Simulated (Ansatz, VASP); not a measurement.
# Two plane-wave programs on SiC

```
Si C
1.0
     0.00000    2.20661    2.17400
     2.17400    0.00000    2.17400
     2.17400    2.20661    0.00000
Si C
1 1
Direct
  0.00000 0.00000 0.00000
  0.75000 0.75000 0.75000
```

Change from the starting cell: strain +0.0150 x Voigt [0, 1, 0, 0, 0, 0], atoms carried along.

Alike in both runs: task single point; functional PBE; k mesh 12 × 12 × 12; occupations gaussian, width 0.05 eV; no spin polarisation.

```csv
,VASP,Ansatz
version,VASP 6.6.1,Ansatz 0.2.0
potentials or method,"VASP PAW PBE potentials, release 64 (Si, C)","scalar-relativistic, plane waves, PAW"
plane-wave cutoff (eV),520,420
valence electrons in the cell,8,8
```

|  | VASP | Ansatz | Ansatz less VASP |
| --- | --- | --- | --- |
| gap on the k mesh at the Fermi level (eV) | 1.29 | 1.29 | +0.003 |
| least direct gap on the mesh (eV) | 4.52 | 4.52 | +0.003 |
| pressure (GPa) | 1.4 | 1.5 | +0.05 |
| largest component of the traceless stress (GPa) | 2.63 | 2.62 | -0.007 |

The functional is the same, so the differences come from potentials, cutoffs and numerics.

A k mesh can miss the band edges.
